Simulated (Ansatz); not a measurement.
# 2H-NbSTe bilayer (2H stacking) in a perpendicular field, part 2 of 3

Wanted: the out-of-plane response of the 2H-NbSTe bilayer (2H stacking). A positive field points along +c.

Ansatz 0.2.0; plane-wave DFT, LDA, Ansatz PAW (the session's first sound run).

So far. Step 2 (Relaxation): The lattice constant a goes from 3.620 to 3.447 Å.

## Step 3: Single point, field 0

A sawtooth potential applies the field, turning back in the middle of the vacuum. With the dipole correction the typed value is the field outside the slab. The induced dipole is small, so the SCF threshold is tight.

The cell differs from the one that the last finished run ended in (c 51.008 → 27.749 Å).

input.yaml

```yaml
crystal:
  lattice:
    - [3.4471950016, 0.0, 0.0]
    - [-1.7235975008, 2.9853584432, 0.0]
    - [0.0, 0.0, 27.7485926967]
  atoms:
    - { symbol: Te, position: [0.3333333333, 0.6666666667, 0.3243407728] }
    - { symbol: Nb, position: [0.0, 0.0, 0.3941405578] }
    - { symbol: S, position: [0.3333333333, 0.6666666667, 0.4450349611] }
    - { symbol: Te, position: [0.0, 0.0, 0.5551427194] }
    - { symbol: Nb, position: [0.3333333333, 0.6666666667, 0.625526069] }
    - { symbol: S, position: [0.0, 0.0, 0.6756592272] }
kpoints:
  mp_grid: { grid: [18, 18, 1] }
  band_path:
    path: [[0, 0, 0], [0.5, 0, 0], [0.33333333, 0.33333333, 0], [0, 0, 0]]
    npoints: 16
hamiltonian:
  xc: lda
scf:
  occupations: { method: fermi_dirac, width: 0.05 }
  convergence: { dr2_threshold: 1.0e-10 }
efield:
  axis: 3
  dipole_correction: true
  ramp_position: 0.97
  ramp_width: 0.06
  amplitude: 0
output:
  dos: { projected: true, e_range: [-6, 5] }
  bader: true
  write_potential: true
  write_density: true
  volumetric_format: npy
  elf: true
```

Started as:

```bash
> ansatz run input.yaml --threads 4 --pin off --max-ram 6144MiB --backend cpu --events-out ev --progress --plain --runs-dir out
```

Numbers of over 12 decimals in the logs are rounded to 6 here.

Log:

```text
[...]
Crystal: 6 atoms, lattice volume = 285.564 Å³
Basis set: ecut = 420 eV, 5565 PW (Γ)
Bands: 42, of which v1, the nominal top of the filled ones, is band 35 counted from 1 (34 counted from 0)
Symmetry: 6 space group operations
[...]
k-points: 37 of 324 (time reversal used)
[...]
SCF iter   1: F=—  HF=-24283.269939 eV  |F-HF|=—  |Δ(HF+E_count)|=         —  Δρ=7.44e-3  dr2=2.94e0  ethr=1.77e-3  p=-0.060 e·Å  D=-3.82e-2 V/Å  ΔV_dip=1.06 eV  dr2_dipole=1.65e0  V_vac-E_F(+/−)=5.69/4.63 eV  ⟨swp⟩=8.5  Hψ=6928  notcnv=0  defer=4
efield: sawtooth ramp at fractional position 0.9700 (set: `efield.ramp_position`, or a place that a band, a saddle search or an elastic batch's reference lends), width 0.0600; the density the first Hamiltonian is built on has a dipole p = -0.060 e·Å; the dipole correction subtracts the counter field D = -3.82e-2 V/Å, which shifts the + side's vacuum level by +1.06 eV against the − side's; the planar-averaged density in the ramp window peaks in size at 1.8e-5 e/Å³
[...]
SCF iter   2: F=—  HF=-24283.192380 eV  |F-HF|=—  |Δ(HF+E_count)|=   7.76e-2  Δρ=2.81e-3  dr2=7.44e-2  ethr=1.77e-3  p=-0.025 e·Å  D=-1.55e-2 V/Å  ΔV_dip=0.43 eV  dr2_dipole=2.84e-3  V_vac-E_F(+/−)=5.77/5.33 eV  ⟨swp⟩=1.9  Hψ=1962  notcnv=0  defer=59
[...]
SCF iter  14: F=-24283.181474 eV  HF=-24283.181474 eV  |F-HF|=7.64e-11  |Δ(HF+E_count)|=  5.46e-11  Δρ=4.19e-8  dr2=1.09e-11  ethr=1.00e-12  p=-0.029 e·Å  D=-1.83e-2 V/Å  ΔV_dip=0.51 eV  dr2_dipole=1.91e-12  V_vac-E_F(+/−)=5.70/5.19 eV  ⟨swp⟩=11.2  Hψ=4480  notcnv=0
SCF 1 converged in 14 iterations: F = -24283.181474 eV  dr2 = 1.09e-11
[...]
NSCF: frozen V_eff on 49 k-points
efield: sawtooth ramp at fractional position 0.9700 (kept from the solve that this one continues, or follows in the run), width 0.0600; the density the first Hamiltonian is built on has a dipole p = -0.029 e·Å; the dipole correction subtracts the counter field D = -1.83e-2 V/Å, which shifts the + side's vacuum level by +0.51 eV against the − side's; the planar-averaged density in the ramp window peaks in size at 2.7e-6 e/Å³
[...]
SCF converged after 14 iterations
Free energy (F): -24283.181474 eV
[...]
Internal energy: -24283.116413 eV  (E = F + TS)
E sigma→0 (E₀):  -24283.148943 eV
Entropy (-TS):   -0.065061 eV (-10.843 meV/atom)
Fermi energy:    2.173236 eV
Dipole field:    D = -0.018258 V/Å  (p = -0.028813 e·Å, saw-weighted, corrected)
Work function:   Φ+ = 5.6990 eV   Φ− = 5.1923 eV
Levels:          The Fermi level and band energies are counted from a zero that moves with the ramp; work functions are not
[...]
--- Band table (eV; the first three rows and the last of 37) ---
  k-point 0: bands = [... 31 lower, 1.7661, 1.8043, 1.8043, 3.0048, 3.3652, 5.1069, 5.1069, 5.2034, ... 3 higher]
  k-point 1: bands = [... 31 lower, 1.7246, 1.7263, 1.7634, 2.9804, 3.2705, 5.0907, 5.1427, 5.1523, ... 3 higher]
  k-point 2: bands = [... 31 lower, 1.5096, 1.6279, 1.6664, 2.8776, 2.9986, 4.8858, 4.9421, 5.1816, ... 3 higher]
  k-point 36: bands = [... 31 lower, -0.5983, 0.5593, 0.6757, 2.3276, 2.4237, 3.8549, 3.8974, 4.8623, ... 3 higher]
--- Bader charges: 6 sites ---
  site symbol  charge [e]  shift [e]
     0     Te     -0.4478     0.0002
     1     Nb      1.2636     0.0013
     2      S     -0.8667     0.0011
     3     Te     -0.3883     0.0002
     4     Nb      1.2701     0.0014
     5      S     -0.8310     0.0012
  estimated error of the sums over rays = 6.8e-4 e
```

It took 27 s on 4 threads of Intel Xeon Platinum 8488C (Sapphire Rapids), shared host; peak memory 1 GiB.

Numbers from this step:

```yaml
energy_at_zero_smearing: -24283.1489 eV
work_function_upper_face: 5.699 eV
work_function_lower_face: 5.192 eV
dipole_along_the_normal: -0.02881 e·Å
step_between_the_vacuum_levels: 0.5066 eV
```

Running mean over a fixed 2.7 Å (it still follows the layers) of the planar mean; the ramp of the sawtooth is left out. Table of electron's electrostatic potential energy less the Fermi level by z:

z (Å), electron's electrostatic potential energy less the Fermi level (eV) and a bar from the least value:
```
        4       5.19 #############################
        5       5.19 #############################
        6       5.10 #############################
        7       3.73 ##########################
        8       1.38 #####################
        9      -1.97 ###############
       10      -6.84 #####
       11      -9.14 
       12      -7.47 ###
       13      -1.20 ################
       14       0.71 ####################
       15      -0.53 #################
       16      -5.06 ########
       17      -8.58 #
       18      -9.19 
       19      -3.17 ############
       20       2.16 #######################
       21       5.38 #############################
       22       5.69 ##############################
       23       5.70 ##############################
       24       5.70 ##############################
```

The density of states has structure finer than the step of the table below, so its rows give means over 0.25 eV, whole bins alone (the curve runs from -6 to 1.99 eV). Peaks (eV: height): -4.570: 9.92, -3.770: 25.6, -3.440: 54.0, -2.970: 16.0, -1.620: 13.6, -1.450: 15.0, -0.020: 12.3.

Table of density of states by energy, zero at the Fermi level; means over each step:

```
energy (eV)  density of states (states/eV a cell)
      -5.75                                     0
      -5.50                                  1.11
      -5.25                                  2.66
      -5.00                                  5.20
      -4.75                                  5.93
      -4.50                                  6.77
      -4.25                                  2.58
      -4.00                                  2.86
      -3.75                                  7.68
      -3.50                                  9.43
      -3.25                                  3.59
      -3.00                                  10.2
      -2.75                                  6.44
      -2.50                                  2.32
      -2.25                                  1.84
      -2.00                                  1.41
      -1.75                                  3.16
      -1.50                                  8.54
      -1.25                                  5.76
      -1.00                                  3.20
      -0.75                                  4.83
      -0.50                                  3.22
      -0.25                                  3.15
       0.00                                  8.50
       0.25                                  2.00
       0.50                                 0.897
       0.75                                 0.825
       1.00                                 0.249
       1.25                                0.0404
       1.50                                     0
       1.75                                  2.59
```

Projected DOS per atom over height of the atomic layer and energy from the Fermi level. Layers: Te Nb S Te Nb S from below.

Values in states/eV, 22 rows by 6 columns, each cell a mean:
```
0.42 1.23 0.12 0.37 1.21 0.11
0.00 0.00 0.00 0.00 0.00 0.00
0.00 0.07 0.05 0.01 0.03 0.01
0.01 0.17 0.11 0.02 0.25 0.17
0.04 0.38 0.14 0.04 0.41 0.19
0.52 2.37 0.56 0.61 2.49 0.65
0.26 0.79 0.20 0.29 0.74 0.20
0.96 1.18 0.17 0.97 1.09 0.18
0.84 0.57 0.28 1.14 0.63 0.36
2.23 0.93 1.04 2.03 0.89 0.88
0.79 0.35 0.40 0.55 0.29 0.20
0.43 0.21 0.17 0.41 0.21 0.14
0.63 0.49 0.52 0.57 0.28 0.33
0.75 1.45 2.23 0.72 1.65 2.80
0.64 0.66 1.16 0.54 0.75 1.34
0.81 0.88 1.44 0.86 0.99 1.68
0.61 0.56 0.86 0.36 0.31 0.46
0.73 0.54 0.74 0.66 0.70 0.85
0.77 0.96 1.33 0.91 1.16 1.54
0.50 0.63 0.96 0.69 0.50 0.56
0.20 0.20 0.31 0.30 0.16 0.17
0.00 0.00 0.00 0.00 0.00 0.00
```
Columns: height of the atomic layer (Å) from 9 to 18.7 (not evenly spaced); rows upwards: energy from the Fermi level (eV) from -5.96 to 1.96.

Electronic bands along the path, in eV, zero at the Fermi level:

```
  point  band 31  band 32  band 33  band 34  band 35  band 36  band 37  band 38
      Γ    -0.41    -0.41    -0.37    -0.37     0.83     1.19     2.93     2.93
halfway    -1.54    -1.18    -0.66    -0.64    -0.13     0.01     1.91     2.19
      M    -1.61    -1.48    -0.49    -0.36    -0.35    -0.24     2.47     2.47
halfway    -2.18    -1.95    -1.58    -1.42     0.06     0.14     2.09     2.15
      K    -2.89    -2.77    -1.61    -1.50     0.15     0.25     1.68     1.72
halfway    -1.58    -1.40    -1.10    -0.99    -0.01     0.05     1.68     1.98
      Γ    -0.41    -0.41    -0.37    -0.37     0.83     1.19     2.93     2.93
```

ELF in the ca plane at fractional y = 0.667, with atoms of Te and S and Nb within 0.2 Å of it. It is the smooth field of the valence electrons, not physical close to the nuclei.

Values, 5 rows by 16 columns, each cell a mean:
```
0.00 0.00 0.00 0.03 0.17 0.34 0.22 0.23 0.20 0.14 0.29 0.58 0.55 0.32 0.53 0.75
0.00 0.00 0.01 0.18 0.49 0.49 0.40 0.19 0.50 0.46 0.21 0.55 0.54 0.26 0.38 0.65
0.00 0.00 0.09 0.60 0.69 0.21 0.46 0.34 0.65 0.80 0.22 0.23 0.29 0.59 0.50 0.21
0.00 0.00 0.12 0.66 0.66 0.08 0.41 0.38 0.47 0.75 0.26 0.14 0.22 0.56 0.54 0.13
0.00 0.00 0.03 0.36 0.66 0.47 0.48 0.23 0.71 0.69 0.17 0.46 0.47 0.37 0.35 0.48
```
Columns run along c (16.0 Å, from fractional 0.13 to 0.71 of the cell), rows up along a (3.4 Å). Atoms in or near the plane, at fractional coordinates: Te at (0.32, 0.33), S at (0.45, 0.33), Nb at (0.63, 0.33).

Electrostatic potential energy in the ca plane at fractional y = 0.667, with atoms of Te and S and Nb within 0.2 Å of it. With pseudopotentials it is smooth inside the atoms' cores, unlike the true potential.

Ten even steps from '0' (-38 eV) to '9' (8 eV), each cell a mean:
```
99999999999999999998888766789999999865788888
99999999999999999999998765789999999755688999
99999999999999999988888877788999999876788878
99999999999999999754468888876679999988887424
99999999999999998569956898730038999999873000
99999999999999998599985898611217999999871000
99999999999999998589975898610017999999872000
99999999999999998647647888852268999998885101
99999999999999999876678877888889999887888766
```
Columns run along c (16.0 Å, from fractional 0.07 to 0.65 of the cell; values clipped at the 3rd and 97th percentile), rows up along a (3.4 Å). Atoms in or near the plane, at fractional coordinates: Te at (0.32, 0.33), S at (0.45, 0.33), Nb at (0.63, 0.33).

Valence density in the ca plane at fractional y = 0.667, with atoms of Te and S and Nb within 0.2 Å of it. It is the smooth field of the valence electrons, not physical close to the nuclei.

Ten steps, logarithmic in the rise over the least value, from '0' (0 e/Å³) to '9' (15 e/Å³), each cell a mean:
```
00000000000001111122322111000112332211122222
00000000000001111122322110000122332211122322
00000000000011222222222221100112222222222221
00000000000123443222223333210011222234432211
00000000000135786321224444320001112357764210
00000000000237998421234324421000111367775210
00000000000136997421234434421000112367774210
00000000000124564322223444310011122246653211
00000000000012332222222322100012222222322221
```
Columns run along c (16.0 Å, from fractional 0.13 to 0.71 of the cell), rows up along a (3.4 Å). Atoms in or near the plane, at fractional coordinates: Te at (0.32, 0.33), S at (0.45, 0.33), Nb at (0.63, 0.33).

The work function of the upper face is 5.70 eV.

## Step 4: Atoms held, field 0.1 V/Å

Changes to input.yaml since step 3:

```diff
@@ -27,6 +27,4 @@
   ramp_width: 0.06
-  amplitude: 0
+  amplitude: 0.1
 output:
-  dos: { projected: true, e_range: [-6, 5] }
-  bader: true
   write_potential: true
@@ -34,2 +32 @@
   volumetric_format: npy
-  elf: true
```

Log:

```text
[...]
Crystal: 6 atoms, lattice volume = 285.564 Å³
Basis set: ecut = 420 eV, 5565 PW (Γ)
Bands: 42, of which v1, the nominal top of the filled ones, is band 35 counted from 1 (34 counted from 0)
Symmetry: 6 space group operations
[...]
k-points: 37 of 324 (time reversal used)
[...]
k-point 0: bands = [... 31 lower, 1.7553, 1.7938, 1.7938, 3.0051, 3.3564, 5.0970, 5.0970, 5.1960, ... 3 higher]
  k-point 1: bands = [... 31 lower, 1.7138, 1.7158, 1.7529, 2.9799, 3.2617, 5.0804, 5.1360, 5.1426, ... 3 higher]
  k-point 2: bands = [... 31 lower, 1.4989, 1.6168, 1.6557, 2.8751, 2.9899, 4.8716, 4.9305, 5.1718, ... 3 higher]
  k-point 36: bands = [... 31 lower, -0.6074, 0.5421, 0.6691, 2.3171, 2.4125, 3.8452, 3.8870, 4.8511, ... 3 higher]
[key lines of the parts left out:]
SCF converged after 15 iterations
Free energy (F): -24283.182024 eV
Fermi energy:    2.164052 eV
Dipole field:    D = 0.025235 V/Å  (p = 0.039825 e·Å, saw-weighted, corrected)
```

Wall time 16 s (4 threads); peak memory 0.95 GiB.

The dipole is 0.0398 e·Å, 0.0686 e·Å from its value without field.

## Step 5: Single point, field -0.1 V/Å

Changes to input.yaml since step 4:

```diff
@@ -27,3 +27,3 @@
   ramp_width: 0.06
-  amplitude: 0.1
+  amplitude: -0.1
 output:
```

Log:

```text
[...]
Crystal: 6 atoms, lattice volume = 285.564 Å³
Basis set: ecut = 420 eV, 5565 PW (Γ)
Bands: 42, of which v1, the nominal top of the filled ones, is band 35 counted from 1 (34 counted from 0)
Symmetry: 6 space group operations
[...]
k-points: 37 of 324 (time reversal used)
[...]
k-point 0: bands = [... 31 lower, 1.7762, 1.8142, 1.8142, 3.0036, 3.3734, 5.1160, 5.1160, 5.2101, ... 3 higher]
  k-point 1: bands = [... 31 lower, 1.7348, 1.7363, 1.7734, 2.9798, 3.2788, 5.1002, 5.1486, 5.1613, ... 3 higher]
  k-point 2: bands = [... 31 lower, 1.5196, 1.6382, 1.6765, 2.8791, 3.0069, 4.8986, 4.9533, 5.1908, ... 3 higher]
  k-point 36: bands = [... 31 lower, -0.5899, 0.5758, 0.6816, 2.3374, 2.4343, 3.8639, 3.9070, 4.8728, ... 3 higher]
[key lines of the parts left out:]
SCF converged after 15 iterations
Free energy (F): -24283.187785 eV
Fermi energy:    2.181762 eV
Dipole field:    D = -0.061728 V/Å  (p = -0.097415 e·Å, saw-weighted, corrected)
```

Elapsed: 17 s, on 4 threads; peak memory 0.96 GiB.

The dipole is -0.0974 e·Å, -0.0686 e·Å from its value without field.

## Step 6: Atoms held, field 0.2 V/Å

Changes to input.yaml since step 5:

```diff
@@ -27,3 +27,3 @@
   ramp_width: 0.06
-  amplitude: -0.1
+  amplitude: 0.2
 output:
```

Log:

```text
[...]
Crystal: 6 atoms, lattice volume = 285.564 Å³
Basis set: ecut = 420 eV, 5565 PW (Γ)
Bands: 42, of which v1, the nominal top of the filled ones, is band 35 counted from 1 (34 counted from 0)
Symmetry: 6 space group operations
[...]
k-points: 37 of 324 (time reversal used)
[...]
k-point 0: bands = [... 31 lower, 1.7439, 1.7826, 1.7826, 3.0044, 3.3470, 5.0865, 5.0865, 5.1879, ... 3 higher]
  k-point 1: bands = [... 31 lower, 1.7022, 1.7045, 1.7416, 2.9785, 3.2523, 5.0695, 5.1286, 5.1322, ... 3 higher]
  k-point 2: bands = [... 31 lower, 1.4875, 1.6051, 1.6442, 2.8716, 2.9806, 4.8559, 4.9184, 5.1612, ... 3 higher]
  k-point 36: bands = [... 31 lower, -0.6171, 0.5243, 0.6618, 2.3059, 2.4006, 3.8348, 3.8760, 4.8390, ... 3 higher]
[key lines of the parts left out:]
SCF converged after 15 iterations
Free energy (F): -24283.189440 eV
Fermi energy:    2.154195 eV
Dipole field:    D = 0.068755 V/Å  (p = 0.108505 e·Å, saw-weighted, corrected)
```

Run time: 16 s. Hardware: 4 threads; peak memory 0.96 GiB; 62 s of CPU time.

The dipole is 0.109 e·Å, 0.137 e·Å from its value without field.

## Step 7: Single point, field -0.2 V/Å

Changes to input.yaml since step 6:

```diff
@@ -27,3 +27,3 @@
   ramp_width: 0.06
-  amplitude: 0.2
+  amplitude: -0.2
 output:
```

Log:

```text
[...]
Crystal: 6 atoms, lattice volume = 285.564 Å³
Basis set: ecut = 420 eV, 5565 PW (Γ)
Bands: 42, of which v1, the nominal top of the filled ones, is band 35 counted from 1 (34 counted from 0)
Symmetry: 6 space group operations
[...]
k-points: 37 of 324 (time reversal used)
[...]
k-point 0: bands = [... 31 lower, 1.7856, 1.8234, 1.8234, 3.0013, 3.3809, 5.1245, 5.1245, 5.2161, ... 3 higher]
  k-point 1: bands = [... 31 lower, 1.7443, 1.7456, 1.7826, 2.9783, 3.2864, 5.1090, 5.1536, 5.1697, ... 3 higher]
  k-point 2: bands = [... 31 lower, 1.5291, 1.6479, 1.6859, 2.8797, 3.0146, 4.9101, 4.9640, 5.1993, ... 3 higher]
  k-point 36: bands = [... 31 lower, -0.5821, 0.5917, 0.6869, 2.3466, 2.4442, 3.8722, 3.9160, 4.8826, ... 3 higher]
[key lines of the parts left out:]
SCF converged after 15 iterations
Free energy (F): -24283.200955 eV
Fermi energy:    2.189634 eV
Dipole field:    D = -0.105182 V/Å  (p = -0.165990 e·Å, saw-weighted, corrected)
```

It took 16 s on 4 threads; peak memory 0.96 GiB.

The dipole is -0.166 e·Å, -0.137 e·Å from its value without field.

## Step 8: Atoms held, field 0.35 V/Å

Changes to input.yaml since step 7:

```diff
@@ -27,4 +27,6 @@
   ramp_width: 0.06
-  amplitude: -0.2
+  amplitude: 0.35
 output:
+  dos: { projected: true, e_range: [-6, 5] }
+  bader: true
   write_potential: true
@@ -32 +34,2 @@
   volumetric_format: npy
+  elf: true
```

Log:

```text
[...]
Crystal: 6 atoms, lattice volume = 285.564 Å³
Basis set: ecut = 420 eV, 5565 PW (Γ)
Bands: 42, of which v1, the nominal top of the filled ones, is band 35 counted from 1 (34 counted from 0)
Symmetry: 6 space group operations
[...]
k-points: 37 of 324 (time reversal used)
[...]
k-point 36: bands = [... 31 lower, -0.6330, 0.4964, 0.6497, 2.2878, 2.3815, 3.8180, 3.8582, 4.8196, ... 3 higher]
--- Bader charges: 6 sites ---
  site symbol  charge [e]  shift [e]
     0     Te     -0.4673     0.0002
     1     Nb      1.2631     0.0013
     2      S     -0.8668     0.0011
     3     Te     -0.3875     0.0002
     4     Nb      1.2719     0.0014
     5      S     -0.8133     0.0012
  estimated error of the sums over rays = 6.7e-4 e
[key lines of the parts left out:]
SCF converged after 15 iterations
Free energy (F): -24283.213449 eV
Fermi energy:    2.138109 eV
Dipole field:    D = 0.134101 V/Å  (p = 0.211629 e·Å, saw-weighted, corrected)
```

Wall time 28 s (4 threads); peak memory 0.98 GiB; 1.8 min of CPU time.

The dipole is 0.212 e·Å, 0.240 e·Å from its value without field.

[end of part 2 of 3]

[Logs are printed without paths, hosts, clocks, repeated set-up lines and the standing remarks that a program may print on its own settings, such as how far it seeks lower states.]

[Hosts, paths, dates, database ids (printed as entryN), source tags and the programs' standing remarks are cut or masked in the printed files.]

[Maps of the electrostatic potential energy from Ansatz leave out the sawtooth potential of an applied field or a dipole correction, so their vacuum need not be flat; planar profiles and work functions include it.]

[The density of states shown here was stored with 400 of the rows of the run's finer table, so its peaks can read low, often by over a quarter, or be missed, and its means over a window can be off by a tenth or more.]
